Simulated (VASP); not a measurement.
Wanted: the native input for a VASP 6.6.1 run.

* Task: relaxation of cell and atoms
* Functional: rev-vdW-DF2
* Potentials or basis: VASP PAW PBE potentials, release 64 (Te)
* Cutoff: 600 eV
* k mesh: 9 × 9 × 6
* Occupations: gaussian, width 0.03 eV
* Spin: no spin polarisation
* Further INCAR settings: ALGO = Normal; EDIFF = 1e-06; IBRION = 2; EDIFFG = -0.01; NSW = 90; ISIF = 3

The structure of Te lies in POSCAR:

```
Te
1.0
    4.4540000000      0.0000000000      0.0000000000
   -2.2270000000      3.8572771485      0.0000000000
    0.0000000000      0.0000000000      5.9240000000
Te
3
Direct
    0.2690000000      0.0000000000      0.3333333333
    0.0000000000      0.2690000000      0.6666666667
    0.7310000000      0.7310000000      0.0000000000
```

These files were run (other wordings do the same):

INCAR

```
SYSTEM = Te
AGGAC    = 0.0          
ALGO     = Normal         ! electronic algorithm
EDIFF    = 1E-6           ! SCF threshold, eV
EDIFFG   = -0.01          ! ionic threshold
ENCUT    = 600            ! plane-wave cutoff, eV
GGA      = MK             ! functional
IBRION   = 2              ! ionic algorithm
ISIF     = 3              ! what is computed and relaxed
ISMEAR   = 0              ! smearing method
KPAR     = 2            
LASPH    = .True.         ! aspherical terms in the spheres
LCHARG   = .False.        ! write CHGCAR
LREAL    = .False.        ! projectors in reciprocal space
LUSE_VDW = .True.       
LWAVE    = .False.        ! write WAVECAR
NELM     = 80             ! most SCF steps
NSW      = 90             ! ionic steps
PARAM1   = 0.1234       
PARAM2   = 0.711357     
PREC     = Accurate       ! precision mode
SIGMA    = 0.03           ! smearing width, eV
ZAB_VDW  = -1.8867
```

KPOINTS

```
k-points
0
Gamma
  9 9 6
  0 0 0
```

Potentials or basis: VASP PAW PBE potentials, release 64 (Te).

Launch:

```console
$ cat potpaw_PBE.64/Te/POTCAR > POTCAR
$ mpirun -np 2 vasp_std > vasp.out
```

It gave:

The relaxed volume is 33.51 Å³/atom, the relaxed cell is a = 4.395 Å, b = 4.395 Å, c = 6.009 Å, α = 90.00°, β = 90.00°, γ = 120.00° and the space group after relaxing (to 0.05 Å) is P3_121 (No. 152). The energy gained by relaxing is 5.5 meV/atom. The ionic steps are 9. The pressure after relaxing is 0.0 GPa. The largest force after relaxing is 0.006 eV/Å and the band gap on the k mesh is 0.05 eV, direct.

Caveat: the PAW data sets were made with another functional, which shifts forces and pressure a little; spin-orbit coupling is left out, which moves the levels of the heavy elements; an odd mesh through Γ misses points on the zone boundary, where band edges often lie.

It took 11 min on 2 MPI ranks on Intel(R) Xeon(R) Platinum 8375C CPU @ 2.90GHz (Ice Lake) (shared host), peak memory 0.6 GiB a rank.
